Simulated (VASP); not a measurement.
# Ru (P6_3/mmc) in VASP: single point with PBE

Aim: the single point of Ru with PBE.

All numbers are computed with VASP 6.6.1; they aren't measurements. Logs are shortened: lines on timing, memory, paths and dates and some standing lists are left out, and cuts for length are marked.

### 1 Starting point

Symmetry: P6_3/mmc, No. 194, hexagonal system. The conventional cell has a = 2.718 Å, b = 2.718 Å, c = 4.301 Å, α = 90.00°, β = 90.00°, γ = 120.00°. Around Ru (site symmetry -6m2) lie 12 Ru at 2.66 to 2.72 Å.

### 2 Single point, PBE

Input file INCAR:

```
SYSTEM = Ru
PREC     = Accurate       ! precision mode
ENCUT    = 520            ! plane-wave cutoff, eV
EDIFF    = 1E-7           ! SCF threshold, eV
ISMEAR   = 1              ! smearing method
SIGMA    = 0.1            ! smearing width, eV
LREAL    = .False.        ! projectors in reciprocal space
LASPH    = .True.         ! aspherical terms in the spheres
NELM     = 80             ! most SCF steps
ALGO     = Normal         ! electronic algorithm
ISIF     = 2              ! what is computed and relaxed
LWAVE    = .False.        ! write WAVECAR
LCHARG   = .False.        ! write CHGCAR
GGA      = PE             ! functional
ICORELEVEL= 1
```

Input file KPOINTS:

```
regular mesh
0
Gamma
  15 15 13
  0 0 0
```

Input file POSCAR:

```
Ru
1.0
    2.7179488500      0.0000000000      0.0000000000
   -1.3589740700      2.3538131300      0.0000000000
    0.0000000000      0.0000000000      4.3005680000
Ru
2
Direct
    0.3333330000      0.6666660000      0.2500000000
    0.6666670000      0.3333340000      0.7500000000
```

Potentials or basis: VASP PAW PBE potentials, release 64 (Ru_pv).

Command:

```console
> cat potpaw_PBE.64/Ru_pv/POTCAR > POTCAR
> mpirun -np 1 vasp_std > vasp.out
```

OUTCAR:

```text
SYSTEM = Ru
   PREC = Accurate
   ENCUT = 520
   EDIFF = 1E-7
   ISMEAR = 1
   LREAL = .False.
   LASPH = .True.
   NELM = 80
   ISIF = 2
   GGA = PE

 ion  position               nearest neighbor table
   1  0.333  0.667  0.250-   2 2.66   2 2.66   2 2.66   2 2.66   2 2.66   2 2.66
   2  0.667  0.333  0.750-   1 2.66   1 2.66   1 2.66   1 2.66   1 2.66   1 2.66

  LATTYP: Found a hexagonal cell.
 ALAT       =     2.7179488500
 C/A-ratio  =     1.5822843760

  Lattice vectors:

 A1 = (   2.7179488500,   0.0000000000,   0.0000000000)
 A2 = (  -1.3589740700,   2.3538131300,   0.0000000000)
 A3 = (   0.0000000000,   0.0000000000,   4.3005680000)

Analysis of symmetry for initial positions (statically):
=====================================================================
 Subroutine PRICEL returns:
 Original cell was already a primitive cell.

 Routine SETGRP: Setting up the symmetry group for a
 hexagonal supercell.

 Subroutine GETGRP returns: Found 24 space group operations
 (whereof 12 operations were pure point group operations)
 out of a pool of 24 trial point group operations.

The static configuration has the point symmetry D_3d.
 The point group associated with its full space group is D_6h.

Analysis of symmetry for dynamics (positions and initial velocities):
=====================================================================
 Subroutine PRICEL returns:
 Original cell was already a primitive cell.

 Routine SETGRP: Setting up the symmetry group for a
 hexagonal supercell.

 Subroutine GETGRP returns: Found 24 space group operations
 (whereof 12 operations were pure point group operations)
 out of a pool of 24 trial point group operations.

The dynamic configuration has the point symmetry D_3d.
 The point group associated with its full space group is D_6h.

 Subroutine INISYM returns: Found 24 space group operations
 (whereof 12 operations are pure point group operations),
 and found     1 'primitive' translations

----------------------------------------------------------------------------------------

                                     Primitive cell

  volume of cell :      27.5131

  direct lattice vectors                    reciprocal lattice vectors
     2.717948850  0.000000000  0.000000000     0.367924510  0.212421225  0.000000000
    -1.358974070  2.353813130  0.000000000     0.000000000  0.424842562  0.000000000
     0.000000000  0.000000000  4.300568000     0.000000000  0.000000000  0.232527424

  length of vectors
[... 93 lines left out ...]
   NELECT =      28.0000    total number of electrons
   NUPDOWN=      -1.0000    fix difference up-down
   EMIN   =  10.00;   EMAX   =-10.00  energy-range for DOS
   EFERMI =   0.00;   METHOD = LEGACY
   ISMEAR =     1;   SIGMA  =   0.10  broadening in eV -4-tet -1-fermi 0-gaus
   EFERMI_NEDOS =   21; number of points for ismear=-14 and -15
   IALGO  =     38    algorithm
   IMIX   =      4    mixing-type and parameters
     AMIX     =   0.40;   BMIX     =  1.00
     AMIX_MAG =   1.60;   BMIX_MAG =  1.00
  volume/ion in A,a.u.               =      13.76        92.83
  Fermi-wavevector in a.u.,A,eV,Ry     =   1.646700  3.111812 36.893841  2.711621
  Thomas-Fermi vector in A             =   2.736284
   LORBIT       =      0    0 simple, 1 ext, 2 COOP (PROOUT), +10 PAW based schemes
   GGA     = PE    functional components
   LHFCALC =     F    Hartree Fock is set to
   AEXX    =    0.0000 exact exchange contribution
   IVDW    =     0    specifies the selected vdW correction
   LEPSILON=     F    determine dielectric tensor
   LRPA    =     F    only Hartree local field effects (RPA)
 non-spin polarized calculation
 Methfessel and Paxton  Order N= 1 SIGMA  =   0.10
  energy-cutoff  :      520.00
  volume of cell :       27.51
 maximum number of plane-waves:       759
   NGX = 11   NGY = 11   NGZ = 15

 number of electron      28.0000015 magnetization

 Free energy of the ion-electron system (eV)
  ---------------------------------------------------
  ext. energy  EPLUGINS =         0.00000000
  ---------------------------------------------------
  free energy    TOTEN  =       -18.47170147 eV

  energy without entropy =      -18.47061248  energy(sigma->0) =      -18.47133847

 the core state eigenenergies are
   1-  1s -21917.6719  2s  -3138.0504  2p  -2808.5834  3s   -539.7287  3p   -431.5009
       3d   -257.4954  4s    -60.3640
   2-  1s -21917.6719  2s  -3138.0504  2p  -2808.5834  3s   -539.7287  3p   -431.5009
       3d   -257.4954  4s    -60.3640

 E-fermi :  12.5837     XC(G=0): -14.0378

 val. band max:       12.5836091730   @ k =   0.2000   0.1333   0.0769
 cond. band min:      12.5934510068   @ k =   0.2667   0.0667   0.0769
 fundamental gap:      0.0098418338
 Fermi energy:        12.5836995740

 k-point     1 :       0.0000    0.0000    0.0000
  band No.  band energies     occupation
      1     -30.9940      2.00000
      2     -30.1022      2.00000
      3     -30.1022      2.00000
      4     -29.9388      2.00000
      5     -29.9388      2.00000
      6     -29.8988      2.00000
[... 265 lines left out ...]
 k-point    14 :       0.4000    0.0667    0.0000
  band No.  band energies     occupation
      1     -30.7765      2.00000
      2     -30.5993      2.00000
      3     -30.5591      2.00000
      4     -30.3295      2.00000
      5     -30.1578      2.00000
      6     -30.0682      2.00000
      7       6.7651      2.00000
      8       7.3250      2.00000
      9       7.4269      2.00000
     10       9.6660      2.00000
     11      10.4061      2.00000
     12      10.5857      2.00000

------------------------ aborting loop because EDIFF is reached ----------------------------------------

  FORCE on cell =-STRESS in cart. coord.  units (eV):
  Direction    XX          YY          ZZ          XY          YZ          ZX
  --------------------------------------------------------------------------------------
  -------------------------------------------------------------------------------------
  Total        0.0024014      0.0024014     -0.0080046      0.0000000      0.0000000     -0.0000000
  in kB        0.1398427      0.1398427     -0.4661318      0.0000000      0.0000000     -0.0000000
  external PRESSURE =      -0.0621488 kB  Pullay stress =       0.0000000 kB

 VOLUME and BASIS-vectors are now :
 -----------------------------------------------------------------------------
  energy-cutoff  :      520.00
  volume of cell :       27.51
      direct lattice vectors                 reciprocal lattice vectors
     2.717948850  0.000000000  0.000000000     0.367924510  0.212421225  0.000000000
    -1.358974070  2.353813130  0.000000000     0.000000000  0.424842562  0.000000000
     0.000000000  0.000000000  4.300568000     0.000000000  0.000000000  0.232527424

 POSITION                                       TOTAL-FORCE (eV/Angst)
 -----------------------------------------------------------------------------------
      0.00000      1.56921      1.07514         0.000000      0.000000      0.000000
      1.35897      0.78461      3.22543        -0.000000      0.000000      0.000000
 -----------------------------------------------------------------------------------
    total drift:                                0.000000     -0.000523      0.000003

  FREE ENERGIE OF THE ION-ELECTRON SYSTEM (eV)
  ---------------------------------------------------
  free  energy   TOTEN  =       -18.4717014683 eV

  energy  without entropy=      -18.4706124817  energy(sigma->0) =      -18.47133847
```

stdout:

```text
POSCAR found type information on POSCAR Ru
 POSCAR found :  1 types and       2 ions
 scaLAPACK will be used
 LDA part: xc-table for (Slater+PW92), standard interpolation
 POSCAR, INCAR and KPOINTS ok, starting setup
 FFT: planning ... GRIDC
 FFT: planning ... GRID_SOFT
 FFT: planning ... GRID
 WAVECAR not read
 entering main loop
```

Wall time 68 s (1 thread of Intel Xeon Platinum 8488C (Sapphire Rapids), shared host); peak memory 0.19 GiB.

What came out:

```yaml
Free_energy: -18.4717 eV
Pressure: 0.0 GPa
Band_gap_on_the_k_mesh: none (metal or under the smearing width)
```

Core levels (eV, on the scale of the bands):
| atom | levels |
| --- | --- |
| 1 Ru | 1s -21917.7, 2s -3138.1, 2p -2808.6, 3s -539.7, 3p -431.5, 3d -257.5, 4s -60.4 |
| 2 Ru | 1s -21917.7, 2s -3138.1, 2p -2808.6, 3s -539.7, 3p -431.5, 3d -257.5, 4s -60.4 |
